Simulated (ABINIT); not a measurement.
# ZnO (zincite) (P6_3mc) in ABINIT: single point with WC

Aim: the single point of ZnO (zincite) with WC.

Program: ABINIT 10.8.3 (patched build). These are calculated values, not measurements. Logs are shortened: lines on timing, memory, paths and dates and some standing lists are left out, and cuts for length are marked. The log counts tension as positive stress, the text compression.

**Experimental background.**

From “Electronic structure of alkaline earth and post-transition metal oxides”, 2009, arxiv:0908.1581, for a bulk crystal of ZnO: band gap 3.37 eV.

The results are compared with them further down.

### 1 The structure

It takes space group P6_3mc (No. 186, hexagonal). Conventional cell: a = 3.249 Å, b = 3.249 Å, c = 5.206 Å, α = 90.00°, β = 90.00°, γ = 120.00°. Zn (site symmetry 3m) is surrounded by 4 O at 1.97 to 1.98 Å. Around O (site symmetry 3m) lie 4 Zn at 1.97 to 1.98 Å.

### 2 Single point, WC

run.abi reads:

```
pp_dirpath "./"
pseudos "Zn.GGA_PBE-JTH.xml, O.GGA_PBE-JTH.xml"

acell 3.249308 3.249308 5.205709 Angstrom
rprim
     1.0000000000     0.0000000000     0.0000000000
    -0.5000000000     0.8660254038     0.0000000000
     0.0000000000     0.0000000000     1.0000000000
ntypat 2
znucl 30 8
natom 4
typat 1 1 2 2
xred
     0.6666666667     0.3333333333     0.0000000000
     0.3333333333     0.6666666667     0.5000000000
     0.3333333333     0.6666666667     0.8790100000
     0.6666666667     0.3333333333     0.3790100000

ecut 28.0
pawecutdg 50.0
pawxcdev 0

kptopt 1
ngkpt 9 9 5
nshiftk 1
shiftk 0.0 0.0 0.0

ixc 23

nband 22
occopt 3
tsmear 0.00183747

nstep 100
tolvrs 1.0e-9

iomode 3
prtwf 0
prteig 0
prtebands 0
enunit 1
prtden 1
prtvha 1
prtvclmb 1
prtpot 1
```

Potentials or basis: JTH PAW PBE v2.0.

Command:

```bash
$ abinit run.abi > log 2>&1
```

run.abo:

```text
.Version 10.8.3 of ABINIT
 Symmetries : space group P6_3 m c (#186); Bravais hP (primitive hexag.)
================================================================================
 Values of the parameters that define the memory need of the present run
     intxc =       0    ionmov =       0      iscf =      17    lmnmax =      18
     lnmax =       6     mgfft =      48  mpssoang =       3    mqgrid =    3132
     natom =       4  nloc_mem =       2    nspden =       1   nspinor =       1
    nsppol =       1      nsym =      12    n1xccc =       1    ntypat =       2
    occopt =       3   xclevel =       2
       mpw =        2298          nfft =       43200          nkpt =          36
 PAW method is used; the additional fine FFT grid is defined by:
   mgfftf=        64    nfftf =    102400
================================================================================
================================================================================

--------------------------------------------------------------------------------
------------- Echo of variables that govern the present computation ------------
--------------------------------------------------------------------------------
 -outvars: echo values of preprocessed input variables --------
            acell      6.1403022187E+00  6.1403022187E+00  9.8373643012E+00 Bohr
              amu      6.53900000E+01  1.59994000E+01
             ecut      2.80000000E+01 Hartree
           enunit           1
              ixc          23
         kptrlatt        9    0    0      0    9    0      0    0    5
          kptrlen      4.91868215E+01
            natom           4
            nband          22
            ngfft          30      30      48
          ngfftdg          40      40      64
             nkpt          36
            nstep         100
             nsym          12
           ntypat           2
           occopt           3
        pawecutdg      5.00000000E+01 Hartree
         pawxcdev           0
        prtebands           0
           prteig           0
           prtpot           1
         prtvclmb           1
           prtvha           1
            prtwf           0
            rprim      1.0000000000E+00  0.0000000000E+00  0.0000000000E+00
                      -5.0000000000E-01  8.6602540380E-01  0.0000000000E+00
                       0.0000000000E+00  0.0000000000E+00  1.0000000000E+00
          spgroup         186
           tolvrs      1.00000000E-09
           tsmear      1.83747000E-03 Hartree
            typat      1  1  2  2
           useylm           1
           xangst      1.6246540000E+00  9.3799442426E-01  0.0000000000E+00
                       6.5619490340E-17  1.8759888485E+00  2.6028545000E+00
                       6.5619490340E-17  1.8759888485E+00  4.5758702681E+00
                       1.6246540000E+00  9.3799442426E-01  1.9730157681E+00
            xcart      3.0701511094E+00  1.7725525695E+00  0.0000000000E+00
                       1.2400286527E-16  3.5451051389E+00  4.9186821506E+00
                       1.2400286527E-16  3.5451051389E+00  8.6471415944E+00
                       3.0701511094E+00  1.7725525695E+00  3.7284594438E+00
             xred      6.6666666667E-01  3.3333333333E-01  0.0000000000E+00
                       3.3333333333E-01  6.6666666667E-01  5.0000000000E-01
                       3.3333333333E-01  6.6666666667E-01  8.7901000000E-01
                       6.6666666667E-01  3.3333333333E-01  3.7901000000E-01
            znucl       30.00000    8.00000

================================================================================

 chkinp: Checking input parameters for consistency.

================================================================================
== DATASET  1 ==================================================================

--- !DatasetInfo
iteration_state: {dtset: 1, }
dimensions: {natom: 4, nkpt: 36, mband: 22, nsppol: 1, nspinor: 1, nspden: 1, mpw: 2298, }
cutoff_energies: {ecut:  28.0, pawecutdg:  50.0, }
electrons: {nelect:   3.60000000E+01, charge:   0.00000000E+00, occopt:   3.00000000E+00, tsmear:   1.83747000E-03, }
meta: {optdriver: 0, ionmov: 0, optcell: 0, iscf: 17, paral_kgb: 0, }
...

 Exchange-correlation functional for the present dataset will be:
  GGA: Wu Cohen functional - ixc=23
  Z. Wu and R. E. Cohen, PRB 73, 235116 (2006)

 Real(R)+Recip(G) space primitive vectors, cartesian coordinates (Bohr,Bohr^-1):
 R(1)=  6.1403022  0.0000000  0.0000000  G(1)=  0.1628584  0.0940264  0.0000000
 R(2)= -3.0701511  5.3176577  0.0000000  G(2)=  0.0000000  0.1880527  0.0000000
 R(3)=  0.0000000  0.0000000  9.8373643  G(3)=  0.0000000  0.0000000  0.1016532
 Unit cell volume ucvol=  3.2120987E+02 bohr^3
 Angles (23,13,12)=  9.00000000E+01  9.00000000E+01  1.20000000E+02 degrees

 Coarse grid specifications (used for wave-functions):

 getcut: wavevector=  0.0000  0.0000  0.0000  ngfft=  30  30  48
[... 117 lines left out ...]
- [  3.3333E-01,   6.6667E-01,   8.7901E-01,  O]
- [  6.6667E-01,   3.3333E-01,   3.7901E-01,  O]
cartesian_forces: # hartree/bohr
- [ -7.01631972E-28,  -4.05087408E-28,  -1.22661857E-03, ]
- [  7.01631972E-28,   4.05087408E-28,  -1.22661857E-03, ]
- [ -0.00000000E+00,  -0.00000000E+00,   1.22661857E-03, ]
- [ -0.00000000E+00,  -0.00000000E+00,   1.22661857E-03, ]
force_length_stats: {min:   1.22661857E-03, max:   1.22661857E-03, mean:   1.22661857E-03, }
...

 Integrated electronic density in atomic spheres:
 ------------------------------------------------
 Atom  Sphere_radius  Integrated_density
    1        2.30770         10.89256294
    2        2.30770         10.89256294
    3        1.41465          4.52141942
    4        1.41465          4.52141942

================================================================================

 ----iterations are completed or convergence reached----

 Mean square residual over all n,k,spin=   11.676E-09; max=  92.469E-07
 reduced coordinates (array xred) for    4 atoms
       0.666666666667      0.333333333333      0.000000000000
       0.333333333333      0.666666666667      0.500000000000
       0.333333333333      0.666666666667      0.879010000000
       0.666666666667      0.333333333333      0.379010000000
 rms dE/dt=  6.9688E-03; max dE/dt=  1.1774E-02; dE/dt below (all hartree)
    1       0.000000000000      0.000000000000      0.011774330906
    2      -0.000000000000      0.000000000000      0.011774330906
    3       0.000000000000      0.000000000000     -0.012359056500
    4       0.000000000000      0.000000000000     -0.012359056500

 cartesian coordinates (angstrom) at end:
    1      1.62465400000000     0.93799442425686     0.00000000000000
    2      0.00000000000000     1.87598884851371     2.60285450000000
    3      0.00000000000000     1.87598884851371     4.57587026809000
    4      1.62465400000000     0.93799442425686     1.97301576809000

 cartesian forces (hartree/bohr) at end:
    1     -0.00000000000000    -0.00000000000000    -0.00122661856707
    2      0.00000000000000     0.00000000000000    -0.00122661856707
    3     -0.00000000000000    -0.00000000000000     0.00122661856707
    4     -0.00000000000000    -0.00000000000000     0.00122661856707
 frms,max,avg= 7.0818856E-04 1.2266186E-03   0.000E+00  0.000E+00  2.972E-05 h/b

 cartesian forces (eV/Angstrom) at end:
    1     -0.00000000000000    -0.00000000000000    -0.06307526276661
    2      0.00000000000000     0.00000000000000    -0.06307526276661
    3     -0.00000000000000    -0.00000000000000     0.06307526276661
    4     -0.00000000000000    -0.00000000000000     0.06307526276661
 frms,max,avg= 3.6416520E-02 6.3075263E-02   0.000E+00  0.000E+00  1.528E-03 e/A
 length scales=  6.140302218721  6.140302218721  9.837364301173 bohr
              =  3.249308000000  3.249308000000  5.205709000000 angstroms
 Fermi (or HOMO) energy (eV) =   6.27660   Average Vxc (eV)= -10.50799
 Eigenvalues (   eV  ) for nkpt=  36  k points:
 kpt#   1, nband= 22, wtk=  0.00247, kpt=  0.0000  0.0000  0.0000 (reduced coord)
 -12.11195  -11.36048    0.18442    0.18442    0.21972    0.22281    0.38016    0.38016
   1.35648    1.35648    1.57416    1.57416    1.84275    5.07960    5.07960    5.82192
   5.89516    5.89516    6.57796   10.99421   14.02558   18.62649
 prteigrs : prtvol=0 or 1, do not print more k-points.

--- !EnergyTerms
iteration_state     : {dtset: 1, }
comment             : Components of total free energy in Hartree
kinetic             :  2.83931125154235E+01
hartree             :  4.03795418523690E+01
xc                  : -9.30706009622106E+00
Ewald energy        : -1.08873348688041E+02
psp_core            :  2.87758457173554E+00
local_psp           : -1.49152163044779E+02
PAW spherical_terms :  3.46590137213965E+01
internal            : -1.61023319168116E+02
'-kT*entropy'       : -3.70472222995796E-07
total_energy        : -1.61023319538588E+02
total_energy_eV     : -4.38166774257455E+03
...

--- !EnergyTermsDC
iteration_state     : {dtset: 1, }
comment             : '"Double-counting" decomposition of free energy'
band_energy         :  6.46751863749768E-01
Ewald energy        : -1.08873348688041E+02
psp_core            :  2.87758457173554E+00
xc_dc               : -3.78212220476495E+01
PAW spherical_terms : -1.78530850638226E+01
internal            : -1.61023319364028E+02
'-kT*entropy'       : -3.70472222995796E-07
total_energy_dc     : -1.61023319734500E+02
total_energy_dc_eV  : -4.38166774790557E+03
...

--- !EnergyTermsWithPAWCore
iteration_state     : {dtset: 1, }
comment             : 'Components of total free energy, including PAW core contributions'
Total energy        : -3.74157553093294E+03
Total energy DC     : -3.74157553112885E+03
Total energy (eV)   : -1.01813456940728E+05
Total energy DC (eV): -1.01813456946059E+05
...

 Cartesian components of stress tensor (hartree/bohr^3)
  sigma(1 1)=  9.15137129E-05  sigma(3 2)=  0.00000000E+00
  sigma(2 2)=  9.15137125E-05  sigma(3 1)=  0.00000000E+00
  sigma(3 3)=  3.25451767E-05  sigma(2 1)=  0.00000000E+00

-Cartesian components of stress tensor (GPa)         [Pressure= -2.1141E+00 GPa]
- sigma(1 1)=  2.69242639E+00  sigma(3 2)=  0.00000000E+00
- sigma(2 2)=  2.69242638E+00  sigma(3 1)=  0.00000000E+00
- sigma(3 3)=  9.57512156E-01  sigma(2 1)=  0.00000000E+00

== END DATASET(S) ==============================================================
================================================================================

 -outvars: echo values of variables after computation  --------
            acell      6.1403022187E+00  6.1403022187E+00  9.8373643012E+00 Bohr
           etotal     -1.6102331973E+02
            fcart     -7.0163197243E-28 -4.0508740815E-28 -1.2266185671E-03
                       7.0163197243E-28  4.0508740815E-28 -1.2266185671E-03
                      -0.0000000000E+00 -0.0000000000E+00  1.2266185671E-03
                      -0.0000000000E+00 -0.0000000000E+00  1.2266185671E-03
            rprim      1.0000000000E+00  0.0000000000E+00  0.0000000000E+00
                      -5.0000000000E-01  8.6602540380E-01  0.0000000000E+00
                       0.0000000000E+00  0.0000000000E+00  1.0000000000E+00
           strten      9.1513712871E-05  9.1513712546E-05  3.2545176683E-05
                       0.0000000000E+00  0.0000000000E+00  0.0000000000E+00
           xangst      1.6246540000E+00  9.3799442426E-01  0.0000000000E+00
                       6.5619490340E-17  1.8759888485E+00  2.6028545000E+00
                       6.5619490340E-17  1.8759888485E+00  4.5758702681E+00
                       1.6246540000E+00  9.3799442426E-01  1.9730157681E+00
             xred      6.6666666667E-01  3.3333333333E-01  0.0000000000E+00
                       3.3333333333E-01  6.6666666667E-01  5.0000000000E-01
                       3.3333333333E-01  6.6666666667E-01  8.7901000000E-01
                       6.6666666667E-01  3.3333333333E-01  3.7901000000E-01
 Calculation completed.
```

It took 3.4 min on 1 thread of Arm Neoverse V2, shared host; peak memory 0.17 GiB.

What came out:

```
Free energy                                           : -4381.6677 eV
Pressure                                              : -2.1 GPa
Largest force                                         : 0.063 eV/Å
Band gap on the k mesh                                : 0.68 eV, direct
Valence electrons inside the program's atomic spheres : Zn 10.89; O 4.52
```

Forces on the atoms (eV/Å):
```
Zn   0.000  0.000 -0.063
Zn   0.000  0.000 -0.063
O    0.000  0.000  0.063
O    0.000  0.000  0.063
```

Stress tensor (GPa, compression positive):
```
-2.69  0.00  0.00
 0.00 -2.69  0.00
 0.00  0.00 -0.96
```

Caveat: the PAW data sets were made with another functional, which shifts forces and pressure a little.

### 3 Comparison with measurements

Step 2. Measured gap of ZnO: 3.37 eV (quoted in “Electronic structure of alkaline earth and post-transition metal oxides”, 2009, arxiv:0908.1581). This calculation gives 0.68 eV (-2.69 eV). So large a miss can be the level of theory's own, or it may mean another phase, state or a wrong row. The value is that of WC, without temperature or zero-point motion. Semilocal functionals fall short of measured gaps as a rule.
